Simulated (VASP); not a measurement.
# SnTe (Fm-3m) in VASP: relaxation of cell and atoms with PBEsol

Aim: the relaxation of cell and atoms of SnTe with PBEsol.

Everything below comes from runs of VASP 6.6.1. Logs are shortened: lines on timing, memory, paths and dates and some standing lists are left out, and cuts for length are marked.

### Step 1. The structure

The structure is cubic, space group Fm-3m (No. 225). The conventional cell has a = 6.290 Å, b = 6.290 Å, c = 6.290 Å, α = 90.00°, β = 90.00°, γ = 90.00°. Around Sn (site symmetry m-3m) lie 6 Te at 3.14 Å. Around Te (site symmetry m-3m) lie 6 Sn at 3.14 Å.

### Step 2. Relaxation of cell and atoms, PBEsol

The input, INCAR:

```
SYSTEM = SnTe
ALGO = Normal
EDIFF = 1E-7
EDIFFG = -0.005
ENCUT = 600
GGA = PS
IBRION = 2
ISIF = 3
ISMEAR = 0
LASPH = .True.
LCHARG = .False.
LREAL = .False.
LWAVE = .False.
NELM = 80
NSW = 90
PREC = Accurate
SIGMA = 0.03
```

The input, KPOINTS:

```
k-points
0
Gamma
  10 10 10
  0 0 0
```

The input, POSCAR:

```
SnTe                                    
1.0
   -0.0000000000      3.1448388744      3.1448388744
    3.1448388744     -0.0000000000      3.1448388744
    3.1448388744      3.1448388744      0.0000000000
  Sn              Te            
     1     1
Direct
     0.0000000000000000    0.0000000000000000    0.0000000000000000
     0.5000000000000000    0.5000000000000000    0.5000000000000000
```

Potentials or basis: VASP PAW PBE potentials, release 64 (Sn_d, Te).

On the command line:

```sh
cat potpaw_PBE.64/Sn_d/POTCAR potpaw_PBE.64/Te/POTCAR > POTCAR
mpirun -np 1 vasp_std > vasp.out
```

OUTCAR:

```text
SYSTEM = SnTe
   EDIFF = 1E-7
   EDIFFG = -0.005
   ENCUT = 600
   GGA = PS
   IBRION = 2
   ISIF = 3
   ISMEAR = 0
   LASPH = .True.
   LREAL = .False.
   NELM = 80
   NSW = 90
   PREC = Accurate

 ion  position               nearest neighbor table
   1  0.000  0.000  0.000-   2 3.14   2 3.14   2 3.14   2 3.14   2 3.14   2 3.14
   2  0.500  0.500  0.500-   1 3.14   1 3.14   1 3.14   1 3.14   1 3.14   1 3.14

  LATTYP: Found a face centered cubic cell.
 ALAT       =     6.2896777488

  Lattice vectors:

 A1 = (   0.0000000000,   3.1448388744,   3.1448388744)
 A2 = (   3.1448388744,   0.0000000000,   3.1448388744)
 A3 = (   3.1448388744,   3.1448388744,   0.0000000000)

Analysis of symmetry for initial positions (statically):
=====================================================================
 Subroutine PRICEL returns:
 Original cell was already a primitive cell.

 Routine SETGRP: Setting up the symmetry group for a
 face centered cubic supercell.

 Subroutine GETGRP returns: Found 48 space group operations
 (whereof 48 operations were pure point group operations)
 out of a pool of 48 trial point group operations.

The static configuration has the point symmetry O_h .

Analysis of symmetry for dynamics (positions and initial velocities):
=====================================================================
 Subroutine PRICEL returns:
 Original cell was already a primitive cell.

 Routine SETGRP: Setting up the symmetry group for a
 face centered cubic supercell.

 Subroutine GETGRP returns: Found 48 space group operations
 (whereof 48 operations were pure point group operations)
 out of a pool of 48 trial point group operations.

The dynamic configuration has the point symmetry O_h .

 Subroutine INISYM returns: Found 48 space group operations
 (whereof 48 operations are pure point group operations),
 and found     1 'primitive' translations

----------------------------------------------------------------------------------------

                                     Primitive cell

  volume of cell :      62.2050

  direct lattice vectors                    reciprocal lattice vectors
     0.000000000  3.144838874  3.144838874    -0.158990657  0.158990657  0.158990657
     3.144838874  0.000000000  3.144838874     0.158990657 -0.158990657  0.158990657
     3.144838874  3.144838874  0.000000000     0.158990657  0.158990657 -0.158990657

  length of vectors
[... 95 lines left out ...]
   EMIN   =  10.00;   EMAX   =-10.00  energy-range for DOS
   EFERMI =   0.00;   METHOD = LEGACY
   ISMEAR =     0;   SIGMA  =   0.03  broadening in eV -4-tet -1-fermi 0-gaus
   EFERMI_NEDOS =   21; number of points for ismear=-14 and -15
   IALGO  =     38    algorithm
   IMIX   =      4    mixing-type and parameters
     AMIX     =   0.40;   BMIX     =  1.00
     AMIX_MAG =   1.60;   BMIX_MAG =  1.00
  volume/ion in A,a.u.               =      31.10       209.89
  Fermi-wavevector in a.u.,A,eV,Ry     =   1.121527  2.119379 17.113721  1.257823
  Thomas-Fermi vector in A             =   2.258181
   LORBIT       =      0    0 simple, 1 ext, 2 COOP (PROOUT), +10 PAW based schemes
   GGA     = PS    functional components
   LHFCALC =     F    Hartree Fock is set to
   AEXX    =    0.0000 exact exchange contribution
   IVDW    =     0    specifies the selected vdW correction
   LEPSILON=     F    determine dielectric tensor
   LRPA    =     F    only Hartree local field effects (RPA)
 conjugate gradient relaxation of ions
 non-spin polarized calculation
 Gauss-broadening in eV      SIGMA  =   0.03
  energy-cutoff  :      600.00
  volume of cell :       62.20
 maximum number of plane-waves:      2092
   NGX = 17   NGY = 17   NGZ = 17

 number of electron      19.9999998 magnetization

 Free energy of the ion-electron system (eV)
  ---------------------------------------------------
  ext. energy  EPLUGINS =         0.00000000
  ---------------------------------------------------
  free energy    TOTEN  =        -8.33932301 eV

  energy without entropy =       -8.33932288  energy(sigma->0) =       -8.33932294

 E-fermi :   6.9010     XC(G=0):  -9.6785

 val. band max:        6.8215705350   @ k =   0.5000   0.0000   0.0000
 cond. band min:       6.9804549633   @ k =   0.5000   0.0000   0.0000
 fundamental gap:      0.1588844283
 Fermi energy:         6.9010126238

 k-point     1 :       0.0000    0.0000    0.0000
  band No.  band energies     occupation
      1     -14.9090      2.00000
      2     -14.9090      2.00000
      3     -14.9018      2.00000
      4     -14.9018      2.00000
      5     -14.9018      2.00000
      6      -5.9866      2.00000
      7       2.1867      2.00000
      8       4.7283      2.00000
      9       4.7283      2.00000
     10       4.7283      2.00000
     11      10.2205      0.00000
     12      10.2205      0.00000
     13      10.2205      0.00000
     14      11.5816      0.00000
[... 377 lines left out ...]
      1     -14.9226      2.00000
      2     -14.9059      2.00000
      3     -14.9044      2.00000
      4     -14.8932      2.00000
      5     -14.8928      2.00000
      6      -4.7786      2.00000
      7      -0.0522      2.00000
      8       2.8666      2.00000
      9       3.4499      2.00000
     10       3.6603      2.00000
     11       9.4944      0.00000
     12      10.7329      0.00000
     13      10.8419      0.00000
     14      11.2234      0.00000

 [... further k-points ...]

------------------------ aborting loop because EDIFF is reached ----------------------------------------

  FORCE on cell =-STRESS in cart. coord.  units (eV):
  Direction    XX          YY          ZZ          XY          YZ          ZX
  --------------------------------------------------------------------------------------
  -------------------------------------------------------------------------------------
  Total       -0.0031090     -0.0031090     -0.0031090     -0.0000000     -0.0000000      0.0000000
  in kB       -0.0800763     -0.0800763     -0.0800763     -0.0000000     -0.0000000      0.0000000
  external PRESSURE =      -0.0800763 kB  Pullay stress =       0.0000000 kB

 VOLUME and BASIS-vectors are now :
 -----------------------------------------------------------------------------
  energy-cutoff  :      600.00
  volume of cell :       62.20
      direct lattice vectors                 reciprocal lattice vectors
     0.000000000  3.144838874  3.144838874    -0.158990657  0.158990657  0.158990657
     3.144838874  0.000000000  3.144838874     0.158990657 -0.158990657  0.158990657
     3.144838874  3.144838874  0.000000000     0.158990657  0.158990657 -0.158990657

 POSITION                                       TOTAL-FORCE (eV/Angst)
 -----------------------------------------------------------------------------------
      0.00000      0.00000      0.00000         0.000000      0.000000     -0.000000
      3.14484      3.14484      3.14484         0.000000      0.000000      0.000000
 -----------------------------------------------------------------------------------
    total drift:                               -0.000000      0.000000      0.000000

  FREE ENERGIE OF THE ION-ELECTRON SYSTEM (eV)
  ---------------------------------------------------
  free  energy   TOTEN  =        -8.3393230051 eV

  energy  without entropy=       -8.3393228831  energy(sigma->0) =       -8.33932294

 reached required accuracy - stopping structural energy minimisation
```

OSZICAR:

```text
N       E                     dE             d eps       ncg     rms          rms(c)
DAV:   1     0.128892021263E+03    0.12889E+03   -0.10579E+04  1328   0.182E+03
DAV:   2     0.330177467096E+01   -0.12559E+03   -0.12369E+03  1370   0.395E+02
DAV:   3    -0.807673866945E+01   -0.11379E+02   -0.11311E+02  1700   0.103E+02
DAV:   4    -0.838388798710E+01   -0.30715E+00   -0.30705E+00  1552   0.185E+01
DAV:   5    -0.839457045658E+01   -0.10682E-01   -0.10682E-01  1890   0.323E+00    0.480E+00
DAV:   6    -0.834201815894E+01    0.52552E-01   -0.12188E-01  1820   0.322E+00    0.301E+00
DAV:   7    -0.833986254478E+01    0.21556E-02   -0.44961E-02  1632   0.152E+00    0.703E-01
DAV:   8    -0.833927353435E+01    0.58901E-03   -0.67473E-03  1592   0.827E-01    0.154E-01
DAV:   9    -0.833933366704E+01   -0.60133E-04   -0.47171E-04  1602   0.229E-01    0.333E-02
DAV:  10    -0.833932366254E+01    0.10005E-04   -0.47224E-05  1624   0.722E-02    0.199E-02
DAV:  11    -0.833932356153E+01    0.10101E-06   -0.25771E-05  1622   0.492E-02    0.206E-02
DAV:  12    -0.833932314176E+01    0.41977E-06   -0.25883E-06  1550   0.151E-02    0.102E-02
DAV:  13    -0.833932300789E+01    0.13387E-06   -0.18535E-07  1186   0.319E-03    0.456E-03
DAV:  14    -0.833932300510E+01    0.27912E-08   -0.12177E-07   712   0.484E-03
   1 F= -.83393230E+01 E0= -.83393229E+01  d E =-.833932E+01
```

Run time: 35 s. Hardware: 1 thread of Intel Xeon Platinum 8375C at 2.90GHz (Ice Lake), shared host; peak memory 0.23 GiB.

Results:

* Free energy: -8.3393 eV
* Pressure after relaxing: 0.0 GPa
* Band gap on the k mesh: 0.16 eV, direct

Final structure:
```
Sn Te
1.0
     0.00000    3.14484    3.14484
     3.14484    0.00000    3.14484
     3.14484    3.14484    0.00000
Sn Te
1 1
Direct
  0.00000 0.00000 0.00000
  0.50000 0.50000 0.50000
```

Caveat: the relaxation stopped at its first step, so nothing moved; the PAW data sets were made with another functional, which shifts forces and pressure a little; spin-orbit coupling is left out, which moves the levels of the heavy elements. A k mesh can miss the band edges.
